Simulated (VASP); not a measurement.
Input of a VASP 6.6.1 run:

Contents of INCAR:

```
PREC = Accurate ; ENCUT = 520
EDIFF = 1E-6 ; ISMEAR = 0
SIGMA = 0.1 ; LREAL = False
LASPH = True ; NELM = 100
ALGO = Normal ; ISIF = 2
LWAVE = False ; LCHARG = True
MAGMOM = 0 0 0 ; LORBIT = 11
LSORBIT = True ; GGA_COMPAT = False
GGA = PS ; LVHAR = True
NBANDS = 25
```

KPOINTS

```
regular mesh
0
Gamma
  16 16 16
```

The input POSCAR:

```
Sn
1.0
   -1.7555100000      1.7552400000      2.1416400000
    1.7555100000     -1.7552400000      2.1416400000
    1.7555100000      1.7552400000     -2.1416400000
Sn
1
Direct
    0.0000000000      0.0000000000      0.0000000000
```

Potentials or basis: VASP PAW PBE potentials, release 64 (Sn_d).

Launch:

```console
$ cat potpaw_PBE.64/Sn_d/POTCAR > POTCAR
$ mpirun -np 1 vasp_ncl > vasp.out
```

Question: What does it give for the net moment?

Answer: 0.00 μB per cell.

Question: Predict the pressure.

Answer: -0.1 GPa.

Moments on the atoms (μB; x, y, z):
```
Sn  0.00 0.00 0.00
```

Caveat: the PAW data sets were made with another functional, which shifts forces and pressure a little.
